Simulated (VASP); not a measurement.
# Ge (Fd-3m) in VASP: notebook, part 2 of 2

VASP 6.6.1. Earlier steps stand in the parts before.

**3. Relaxation of cell and atoms, PBE**

This run uses another cell than the first one, of 24.09 Å³/atom, 1.064 times its volume.

The input, INCAR:

```
SYSTEM = Ge
PREC = Accurate ; ENCUT = 520
EDIFF = 1E-7 ; ISMEAR = 0
SIGMA = 1.0 ; LREAL = .False.
LASPH = .True. ; NELM = 60
ALGO = Normal ; ISIF = 3
LWAVE = .False. ; LCHARG = .False.
GGA = PE ; IBRION = 2
NSW = 80 ; EDIFFG = -0.002
```

The input, KPOINTS:

```
Automatic mesh
0
Gamma
  10 10 10
  0 0 0
```

The input, POSCAR:

```
Ge                                      
1.0
   -0.0000000000      2.8882922375      2.8882922375
    2.8882922375      0.0000000000      2.8882922375
    2.8882922375      2.8882922375     -0.0000000000
  Ge            
     2
Direct
     0.0000000000000000    0.0000000000000000    0.0000000000000000
     0.2500000000000000    0.2500000000000000    0.2500000000000000
```

Potentials or basis: VASP PAW PBE potentials, release 64 (Ge_d).

Run with:

```
$ cat potpaw_PBE.64/Ge_d/POTCAR > POTCAR
$ mpirun -np 1 vasp_std > vasp.out
```

OUTCAR:

```text
SYSTEM = Ge
   PREC = Accurate
   ENCUT = 520
   EDIFF = 1E-7
   ISMEAR = 0
   LREAL = .False.
   LASPH = .True.
   NELM = 60
   ISIF = 3
   GGA = PE
   IBRION = 2
   NSW = 80
   EDIFFG = -0.002

 ion  position               nearest neighbor table
   1  0.000  0.000  0.000-   2 2.50   2 2.50   2 2.50   2 2.50
   2  0.250  0.250  0.250-   1 2.50   1 2.50   1 2.50   1 2.50

  LATTYP: Found a face centered cubic cell.
 ALAT       =     5.7765844750

  Lattice vectors:

 A1 = (   0.0000000000,   2.8882922375,   2.8882922375)
 A2 = (   2.8882922375,   0.0000000000,   2.8882922375)
 A3 = (   2.8882922375,   2.8882922375,   0.0000000000)

Analysis of symmetry for initial positions (statically):
=====================================================================
 Subroutine PRICEL returns:
 Original cell was already a primitive cell.

 Routine SETGRP: Setting up the symmetry group for a
 face centered cubic supercell.

 Subroutine GETGRP returns: Found 48 space group operations
 (whereof 24 operations were pure point group operations)
 out of a pool of 48 trial point group operations.

The static configuration has the point symmetry T_d .
 The point group associated with its full space group is O_h .

Analysis of symmetry for dynamics (positions and initial velocities):
=====================================================================
 Subroutine PRICEL returns:
 Original cell was already a primitive cell.

 Routine SETGRP: Setting up the symmetry group for a
 face centered cubic supercell.

 Subroutine GETGRP returns: Found 48 space group operations
 (whereof 24 operations were pure point group operations)
 out of a pool of 48 trial point group operations.

The dynamic configuration has the point symmetry T_d .
[... 172 lines left out ...]
 -----------------------------------------------------------------------------------
      0.00000      0.00000      0.00000         0.000000     -0.000000      0.000000
      1.44415      1.44415      1.44415        -0.000000      0.000000     -0.000000
 -----------------------------------------------------------------------------------
    total drift:                                0.000000      0.000000      0.000000

  FREE ENERGIE OF THE ION-ELECTRON SYSTEM (eV)
  ---------------------------------------------------
  free  energy   TOTEN  =        -9.0872778173 eV

  energy  without entropy=       -8.9166968812  energy(sigma->0) =       -9.00198735

--------------------------------------- Ionic step        2  -------------------------------------------

 number of electron      27.9999973 magnetization

 Free energy of the ion-electron system (eV)
  ---------------------------------------------------
  ext. energy  EPLUGINS =         0.00000000
  ---------------------------------------------------
  free energy    TOTEN  =        -9.08728796 eV

  energy without entropy =       -8.91608534  energy(sigma->0) =       -9.00168665

 E-fermi :   4.4054     XC(G=0):  -9.6396

 val. band max:        4.3739852741   @ k =   0.0000   0.0000   0.0000
 cond. band min:       4.4540216335   @ k =   0.4000   0.0000   0.0000
 fundamental gap:      0.0800363594
 Fermi energy:         4.4053832993

 k-point     1 :       0.0000    0.0000    0.0000
  band No.  band energies     occupation
      1     -20.3625      2.00000
      2     -20.3625      2.00000
      3     -20.3625      2.00000
      4     -20.3306      2.00000
      5     -20.3306      2.00000
      6     -20.1522      2.00000
[... 481 lines left out ...]
      5     -20.2597      2.00000
      6     -20.2413      2.00000
[... 10 lines left out ...]
     17      10.7577      0.00000
     18      11.3007      0.00000

 [... further k-points ...]

------------------------ aborting loop because EDIFF is reached ----------------------------------------

  FORCE on cell =-STRESS in cart. coord.  units (eV):
  Direction    XX          YY          ZZ          XY          YZ          ZX
  --------------------------------------------------------------------------------------
  -------------------------------------------------------------------------------------
  Total       -0.0002275     -0.0002275     -0.0002275      0.0000000      0.0000000      0.0000000
  in kB       -0.0075533     -0.0075533     -0.0075533      0.0000000      0.0000000      0.0000000
  external PRESSURE =      -0.0075533 kB  Pullay stress =       0.0000000 kB

 VOLUME and BASIS-vectors are now :
 -----------------------------------------------------------------------------
  energy-cutoff  :      520.00
  volume of cell :       48.26
      direct lattice vectors                 reciprocal lattice vectors
    -0.000000000  2.889670790  2.889670790    -0.173030091  0.173030091  0.173030091
     2.889670790  0.000000000  2.889670790     0.173030091 -0.173030091  0.173030091
     2.889670790  2.889670790  0.000000000     0.173030091  0.173030091 -0.173030091

 POSITION                                       TOTAL-FORCE (eV/Angst)
 -----------------------------------------------------------------------------------
      2.88967      5.77934      2.88967         0.000000      0.000000      0.000000
      1.44484      1.44484      1.44484        -0.000000     -0.000000     -0.000000
 -----------------------------------------------------------------------------------
    total drift:                                0.000000     -0.000000      0.000000

  FREE ENERGIE OF THE ION-ELECTRON SYSTEM (eV)
  ---------------------------------------------------
  free  energy   TOTEN  =        -9.0872879554 eV

  energy  without entropy=       -8.9160853423  energy(sigma->0) =       -9.00168665

 reached required accuracy - stopping structural energy minimisation
```

OSZICAR:

```text
N       E                     dE             d eps       ncg     rms          rms(c)
DAV:   1     0.163466049107E+03    0.16347E+03   -0.15621E+04  1700   0.415E+03
DAV:   2     0.123030923088E+02   -0.15116E+03   -0.14834E+03  1700   0.540E+02
[... 12 lines left out ...]
DAV:   1    -0.908791600107E+01   -0.63809E-03   -0.90372E-03  2244   0.196E+00    0.147E-01
DAV:   2    -0.908745047497E+01    0.46553E-03   -0.66689E-04  2196   0.527E-01    0.735E-02
DAV:   3    -0.908730138699E+01    0.14909E-03   -0.25817E-04  2226   0.291E-01    0.172E-02
DAV:   4    -0.908728822546E+01    0.13162E-04   -0.29896E-05  2158   0.114E-01    0.375E-03
DAV:   5    -0.908728822565E+01   -0.19008E-09   -0.21863E-06  2012   0.285E-02    0.266E-03
DAV:   6    -0.908728797880E+01    0.24685E-06   -0.15875E-07   978   0.857E-03    0.906E-05
DAV:   7    -0.908728795545E+01    0.23356E-07   -0.20467E-08   846   0.185E-03
   2 F= -.90872880E+01 E0= -.90016866E+01  d E =-.101381E-04
```

It took 24 s on 1 thread of Intel Xeon 6975P-C (Granite Rapids), shared host; peak memory 0.18 GiB.

What came out:

```yaml
Free_energy: -9.0873 eV
Relaxed_volume: 24.13 Å³/atom
Relaxed_cell: a = 4.087 Å, b = 4.087 Å, c = 4.087 Å, α = 60.00°, β = 60.00°, γ = 60.00°
Space_group_after_relaxing_to_0.05_Å: Fd-3m (No. 227)
Energy_gained_by_relaxing: 0.0 meV/atom
Ionic_steps: 2
Pressure_after_relaxing: 0.0 GPa
Band_gap_on_the_k_mesh: none (metal or under the smearing width)
```

Final structure:
```
Ge
1.0
     0.00000    2.88967    2.88967
     2.88967    0.00000    2.88967
     2.88967    2.88967    0.00000
Ge
2
Direct
  0.00000 0.00000 0.00000
  0.25000 0.25000 0.25000
```

Caveat: this crystal is a semiconductor, whose small gap the functional closes, so the metal is an error of the method.

**4. Single point, PBE**

This run uses another cell than the first one, of 24.13 Å³/atom, 1.066 times its volume.

The input, INCAR:

```
SYSTEM = Ge
PREC = Accurate ; ENCUT = 520
EDIFF = 1E-7 ; ISMEAR = 0
SIGMA = 1.0 ; LREAL = .False.
LASPH = .True. ; NELM = 60
ALGO = Normal ; ISIF = 2
LWAVE = .False. ; LCHARG = .False.
GGA = PE ; NBANDS = 21
```

KPOINTS is that of step 3.

The input, POSCAR:

```
Ge                                      
1.0
   -0.0000000000      2.8896707898      2.8896707898
    2.8896707898      0.0000000000      2.8896707898
    2.8896707898      2.8896707898      0.0000000000
  Ge            
     2
Direct
     1.0000000000000000    0.0000000000000000    1.0000000000000000
     0.2500000000000000    0.2500000000000000    0.2500000000000000
```

Run with:

```
$ cat potpaw_PBE.64/Ge_d/POTCAR > POTCAR
$ mpirun -np 1 vasp_std > vasp.out
```

It took 19 s on 1 thread of Intel Xeon 6975P-C (Granite Rapids), shared host; peak memory 0.18 GiB.

Results (log left out):

```yaml
Free_energy: -9.0873 eV
Pressure: 0.0 GPa
Band_gap_on_the_k_mesh: none (metal or under the smearing width)
```

Levels at points of the mesh, in eV from the Fermi level:
```tsv
k point	band 12	band 13	band 14	band 15	band 16	band 17
(0.00, 0.00, 0.00)	-0.57	-0.03	-0.03	-0.03	2.50	2.50
(0.50, 0.00, 0.00)	-7.35	-1.34	-1.34	-0.03	3.69	3.69
(0.50, 0.50, 0.00)	-8.69	-2.89	-2.89	0.80	0.80	8.97
```

Caveat: this crystal is a semiconductor, whose small gap the functional closes, so the metal is an error of the method.

**5. Single point, PBE (a relaxed cell with its volume scaled by 0.97)**

INCAR is that of step 4.

KPOINTS is that of step 4.

The input, POSCAR:

```
Ge                                      
1.0
   -0.0000000000      2.8604802002      2.8604802002
    2.8604802002      0.0000000000      2.8604802002
    2.8604802002      2.8604802002      0.0000000000
  Ge            
     2
Direct
     1.0000000000000000    0.0000000000000000    1.0000000000000000
     0.2500000000000000    0.2500000000000000    0.2500000000000000
```

Run with:

```
$ cat potpaw_PBE.64/Ge_d/POTCAR > POTCAR
$ mpirun -np 1 vasp_std > vasp.out
```

It took 18 s on 1 thread of Intel Xeon 6975P-C (Granite Rapids), shared host; peak memory 0.18 GiB.

Results (log left out):

```
Free energy            : -9.0793 eV
Pressure               : 1.7 GPa
Band gap on the k mesh : none (metal or under the smearing width)
```

Levels at points of the mesh, in eV from the Fermi level:
```tsv
k point	band 10	band 11	band 12	band 13	band 14	band 15	band 16	band 17	band 18	band 19
(0.00, 0.00, 0.00)	-24.58	-12.56	-0.31	-0.04	-0.04	-0.04	2.51	2.51	2.51	6.30
(0.50, 0.00, 0.00)	-24.55	-10.55	-7.49	-1.39	-1.39	0.05	3.70	3.70	7.07	10.31
(0.50, 0.50, 0.00)	-24.54	-8.80	-8.80	-3.00	-3.00	0.76	0.76	9.21	9.21	11.24
```

**6. Overview**

```csv
task,cell,gap on the mesh (eV),pressure (GPa)
relaxation of cell and atoms,relaxed,none,0.0
single point,"Fd-3m, 24.13 Å³/atom",none,0.0
single point,a relaxed cell with its volume scaled by 0.97,none,1.7
```

Alike in all rows: level PBE; potentials or basis VASP PAW PBE potentials, release 64 (Ge_d); no spin polarisation; k mesh 10 × 10 × 10; cutoff (eV) 520; smearing gaussian 1 eV.

Caveats: this crystal is a semiconductor, whose small gap the functional closes, so the metal is an error of the method (some runs).

Absolute energies hang on the potentials; compare differences alone.

**7. Against experiment**

Step 4. Measured gap of Ge: 0.666 eV (indirect; 293 K; “Electronic and optical properties of SixGe1-x-ySny alloys lattice-matched to Ge”, 2021, arxiv:2109.02782). This calculation gives 0.00 eV (-0.67 eV). 3 values of this kind are on record (0.666 to 0.807 eV); this one was drawn at random among those near their median. Spin-orbit coupling on Ge is left out. The value is that of PBE on a finite k mesh, which can miss the band edges, without temperature or zero-point motion. Semilocal functionals fall short of measured gaps as a rule.
